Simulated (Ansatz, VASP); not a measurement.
## Two plane-wave programs on MgO

INCAR

```
ALGO = Normal
EDIFF = 1E-6
ENCUT = 520
GGA = PS
ISIF = 2
ISMEAR = 0
LASPH = True
LCHARG = True
LELF = True
LREAL = False
LVHAR = True
LWAVE = False
NBANDS = 11
NELM = 60
PREC = Accurate
SIGMA = 0.05
```

File KPOINTS:

```
k-points
0
Gamma
  9 9 8
```

POSCAR

```
MgO
1.0
    3.1583724712      0.0000000000      0.0000000000
   -1.5791862356      2.7352307946      0.0000000000
    0.0000000000      0.0000000000      2.6796800000
Mg O
1 1
Direct
    0.0000000000      0.0000000000      0.0000000000
    0.3333333333      0.6666666667      0.5000000000
```

Input for Ansatz:

```yaml
crystal:
  lattice:
    - [3.1583724712, 0.0, 0.0]
    - [-1.5791862356, 2.7352307946, 0.0]
    - [0.0, 0.0, 2.67968]
  atoms:
    - { symbol: Mg, position: [0.0, 0.0, 0.0] }
    - { symbol: O, position: [0.3333333333, 0.6666666667, 0.5] }
basis:
  ecutwfc: 420
kpoints:
  mp_grid: { grid: [9, 9, 8] }
hamiltonian:
  xc: pbesol
scf:
  occupations: { method: gaussian, width: 0.05 }
output:
  forces: true
  stress: true
  eigenvalues: true
```

Change from the starting cell: strain +0.0750 x Voigt [1, 1, 0, 0, 0, 0], atoms carried along.

Alike in both runs: task single point; functional PBEsol; k mesh 9 × 9 × 8; occupations gaussian, width 0.05 eV; no spin polarisation.

|  | VASP | Ansatz |
| --- | --- | --- |
| version | VASP 6.6.1 | Ansatz 0.2.0 |
| potentials or method | VASP PAW PBE potentials, release 64 (Mg, O) | scalar-relativistic, plane waves, PAW |
| plane-wave cutoff (eV) | 520 | 420 |
| valence electrons in the cell | 8 | 16 |

|  | VASP | Ansatz | Ansatz less VASP |
| --- | --- | --- | --- |
| gap on the k mesh at the Fermi level (eV) | 1.47 | 1.48 | +0.008 |
| least direct gap on the mesh (eV) | 1.73 | 1.74 | +0.008 |
| pressure (GPa) | -16.7 | -16.2 | +0.50 |
| largest component of the traceless stress (GPa) | 17.71 | 17.67 | -0.039 |

The two sets of potentials don't hold the same shells in valence.

Caveats: so large a pressure means that the cell lies far from this level's equilibrium, or that cutoff or potentials fall short (VASP); the potentials were made for another functional, which shifts forces and pressure (VASP); an odd mesh through Γ misses points on the zone boundary, where band edges often lie.
